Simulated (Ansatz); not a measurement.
SrO in the CsCl-type structure at its r2SCAN geometry, run in the plane-wave code Ansatz at 3 levels of theory. Values at 0 K without nuclear motion; no magnetic order is allowed, and the phase may be a hypothetical one.

The PBE+SOC input:
```yaml
crystal:
  lattice:
    - [3.102865067, 0.0, 0.0]
    - [0.0, 3.102865067, 0.0]
    - [0.0, 0.0, 3.102865067]
  atoms:
    - { symbol: Sr, position: [0.0, 0.0, 0.0] }
    - { symbol: O, position: [0.5, 0.5, 0.5] }
kpoints:
  mp_grid: { grid: [8, 8, 8] }
  band_path:
    path:
      - [0.0, 0.0, 0.0]
      - [0.0, 0.5, 0.0]
      - [0.5, 0.5, 0.0]
      - [0.5, 0.5, 0.5]
      - [0.0, 0.5, 0.5]
    npoints: 1
hamiltonian:
  xc: pbe
scf:
  occupations: { method: fixed }
  n_extra_bands: 8
magnetization:
  noncollinear: true
  spin_orbit: true
output:
  forces: true
  stress: true
  eigenvalues: true
```

Main results, then, where recorded, the levels near the gap in eV from the Fermi energy (columns number the bands from 0), one row a point of the path (Γ, X, M, R, M):
```
Crystal: 2 atoms, lattice volume = 29.874 Å³
Symmetry: 48 space group operations + 48 with time reversal
Magnetic group: BNS 221.93 (UNI 1595)
```
```
Basis set: ecut = 420 eV, 587 PW (Γ)
k-points: 35 of 512
SCF converged after 7 iterations
Free energy (F): -4114.407738 eV
Fermi energy:    10.272161 eV
--- Stress (GPa, compression-positive) ---
        2.793297       0.000000       0.000000
        0.000000       2.793297       0.000000
        0.000000       0.000000       2.793297
  P = ⅓ Tr σ = 2.7933 GPa (27.933 kbar)
```
```tsv
band_10	band_11	band_12	band_13	band_14	band_15	band_16	band_17	band_18	band_19	band_20	band_21
-0.108	-0.108	-0.026	-0.026	-0.026	-0.026	2.805	2.805	2.805	2.805	4.738	4.738
-2.949	-2.949	-0.650	-0.650	-0.628	-0.628	3.953	3.953	7.434	7.434	9.385	9.385
-1.239	-1.239	-1.168	-1.168	0.000	0.000	4.233	4.233	4.629	4.629	7.621	7.621
-2.945	-2.945	-2.932	-2.932	-2.932	-2.932	8.363	8.363	8.363	8.363	8.380	8.380
-1.239	-1.239	-1.168	-1.168	0.000	0.000	4.233	4.233	4.629	4.629	7.621	7.621
```

The PBE+SOC gap is indirect, 2.81 eV (M to Γ), below the direct gap of 2.83 eV at Γ.

r2SCAN. Against the first input these blocks differ (the band path and keys that only write files left aside):
```yaml
hamiltonian:
  xc: r2scan
scf:
  occupations: { method: fixed }
  n_extra_bands: 4
```
(magnetization left out)

```
Basis set: ecut = 500 eV, 751 PW (Γ)
k-points: 35 of 512
SCF converged after 7 iterations
Free energy (F): -4126.293817 eV
Fermi energy:    9.987434 eV
--- Stress (GPa, compression-positive) ---
        0.002689       0.000000       0.000000
        0.000000       0.002689       0.000000
        0.000000       0.000000       0.002689
  P = ⅓ Tr σ = 0.0027 GPa (0.027 kbar)
```
```tsv
band_5	band_6	band_7	band_8	band_9	band_10
-0.047	-0.047	-0.047	3.306	3.306	5.628
-2.893	-0.634	-0.634	4.453	8.118	10.085
-1.219	-1.219	0.000	4.836	5.245	8.264
-2.932	-2.932	-2.932	9.068	9.068	9.068
-1.219	-1.219	0.000	4.836	5.245	8.264
```

r2SCAN gives an indirect gap of 3.31 eV, from M to Γ; the least direct gap is 3.35 eV at Γ. The mean stress is close to zero (0.00 GPa).

Q: In the first input these blocks are replaced (the band path and keys that only write files left aside):
```yaml
crystal:
  host: atoms
kpoints:
  mp_grid: { grid: [6, 6, 6] }
hamiltonian:
  xc:
    exchange: pbe
    correlation: pbe
    exx: { coeff: inverse_dielectric }
scf:
  occupations: { method: fixed }
  n_extra_bands: 4
```
(magnetization left out)
What comes out?

A:
```
ε∞ on k-mesh 4×4×4 of a primitive cell: xx 4.4681, yy 4.4681, zz 4.4681; 3/Tr ε∞, of that cell with its empty space = 0.22381101958501062
Basis set: ecut = 420 eV, 587 PW (Γ)
k-points: 20 of 216
hybrid outer 1: dexx = +5.624e-3 eV, tail = 8.82e-6 eV
hybrid outer 2: dexx = +9.250e-8 eV, tail = 1.88e-8 eV, Δε = 1.73e-3 eV
hybrid SCF converged: 2 outer / 10 inner (+3 warm-up)
Free energy (F): -4115.825091 eV
Fermi energy:    9.009744 eV
--- Stress (GPa, compression-positive) ---
       -0.009074       0.000000       0.000000
        0.000000      -0.009074       0.000000
        0.000000       0.000000      -0.009074
  P = ⅓ Tr σ = -0.0091 GPa (-0.091 kbar)
```
```tsv
band_5	band_6	band_7	band_8	band_9	band_10
-0.064	-0.064	-0.064	4.822	4.822	6.770
-3.159	-0.684	-0.684	6.085	9.733	11.804
-1.326	-1.326	0.000	6.304	6.688	9.852
-3.144	-3.144	-3.144	10.748	10.748	10.748
-1.326	-1.326	0.000	6.304	6.688	9.852
```
With DDH-PBE0 the valence top lies at M and the conduction bottom at Γ, 4.82 eV higher; the smallest vertical gap, at Γ, is 4.89 eV. The mean stress, 0.0 GPa, is small, and the program warns that its thresholds are loose for a hybrid's stress.

Small level splittings and stresses of the hybrids carry the error of their coarser meshes.

Totals of different functionals, or with and without spin-orbit coupling, can't be compared.

Only the levels marked +SOC include spin-orbit coupling.

The meshes of the hybrids are coarse, so their gaps aren't converged to the digits shown.
